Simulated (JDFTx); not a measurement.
**BN: equation of state with PBE**

BN:

```xyz
2
Lattice="1.2511 0.7223 3.3729 -1.2511 0.7223 3.3729 0.0000 -1.4447 3.3729" Properties=species:S:1:pos:R:3 pbc="T T T"
N     0.0000    0.0000    6.7517
B     0.0000    0.0000    0.0033
```

The cell is a database's computed one.

```json
{
  "Program": "JDFTx 1.7.0 (patched build)",
  "Task": "equation of state",
  "Functional": "PBE",
  "Potentials or basis": "PseudoDojo-SR-PBE-0.5-standard",
  "Cutoff": "1143 eV",
  "Density cutoff": "9143 eV",
  "k mesh": "12 × 12 × 12",
  "Occupations": "fermi-dirac, width 0.05 eV",
  "Spin": "no spin polarisation",
  "Bands": "9",
  "Density cutoff over wavefunction cutoff": "8",
  "Max SCF steps": "100",
  "SCF threshold on the energy": "1e-09 Ha",
  "Solver of the electrons": "scf"
}
```

```yaml
Equilibrium_volume: 9.27 Å³/atom
Bulk_modulus_at_fixed_shape_and_positions: 232 GPa
Pressure_derivative_of_the_bulk_modulus: 3.6
```

Energy against volume, from the lowest point:
```csv
volume (Å³/atom),energy (meV/atom)
8.596,39.53
8.779,20.19
8.962,7.54
9.145,0.98
9.328,0.00
9.510,4.11
9.693,12.87
```

Caveat: the cell was scaled at fixed shape and fractional positions, which overstates the stiffness of a crystal with free parameters, most of all of layers and chains.
